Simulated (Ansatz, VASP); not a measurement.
**One calculation of SiW3, two programs**

Contents of INCAR:

```
PREC = Accurate ; ENCUT = 600
EDIFF = 1E-6 ; ISMEAR = 0
SIGMA = 0.1 ; LREAL = F
LASPH = T ; NELM = 60
ALGO = Fast ; ISIF = 3
LWAVE = F ; LCHARG = F
GGA = PE ; IBRION = 2
NSW = 100 ; EDIFFG = -0.005
```

File KPOINTS:

```
Automatic mesh
0
Gamma
  12 12 12
```

POSCAR

```
SiW3
1.0
   -2.6061750000      2.6061750000      2.6061750000
    2.6061750000     -2.6061750000      2.6061750000
    2.6061750000      2.6061750000     -2.6061750000
Si W
1 3
Direct
    0.0000000000      0.0000000000      0.0000000000
    0.5000000000      0.5000000000      0.0000000000
    0.5000000000      0.0000000000      0.5000000000
    0.0000000000      0.5000000000      0.5000000000
```

Input for Ansatz:

```yaml
crystal:
  lattice:
    - [-2.606175, 2.606175, 2.606175]
    - [2.606175, -2.606175, 2.606175]
    - [2.606175, 2.606175, -2.606175]
  atoms:
    - { symbol: Si, position: [0.0, 0.0, 0.0] }
    - { symbol: W, position: [0.5, 0.5, 0.0] }
    - { symbol: W, position: [0.5, 0.0, 0.5] }
    - { symbol: W, position: [0.0, 0.5, 0.5] }
basis:
  ecutwfc: 420
kpoints:
  mp_grid: { grid: [12, 12, 12] }
hamiltonian:
  xc: pbe
scf:
  occupations: { method: gaussian, width: 0.1 }
output:
  forces: true
  stress: true
  eigenvalues: true
  write_density: true
  write_potential: true
  elf: true
  volumetric_format: npy
relax:
  adjacent_minimum: "off"
  f_tol: 0.005
  max_steps: 80
  cell: { stress_tol: 0.05 }
```

The cell comes from a database or a generator and needn't be the stable form of this composition.

Alike in both runs: task relaxation of cell and atoms; functional PBE; k mesh 12 × 12 × 12; occupations gaussian, width 0.1 eV; no spin polarisation.

```csv
,VASP,Ansatz
version,VASP 6.6.1,Ansatz 0.2.0
potentials or method,"VASP PAW PBE potentials, release 64 (Si, W_sv)","scalar-relativistic, plane waves, PAW"
plane-wave cutoff (eV),600,420
valence electrons in the cell,46,46
```

```tsv
	VASP	Ansatz	Ansatz less VASP
gap on the k mesh at the Fermi level, each at its own relaxed structure (eV)	none	none	-
relaxed volume (Å³/atom)	17.69	17.65	-0.034
relaxed cell length with the largest relative difference (Å)	4.513	4.510	-0.0029
```

A gap of «none» marks a metal or a gap that the smearing closes.

Spin-orbit coupling is left out, which matters for the levels of W.
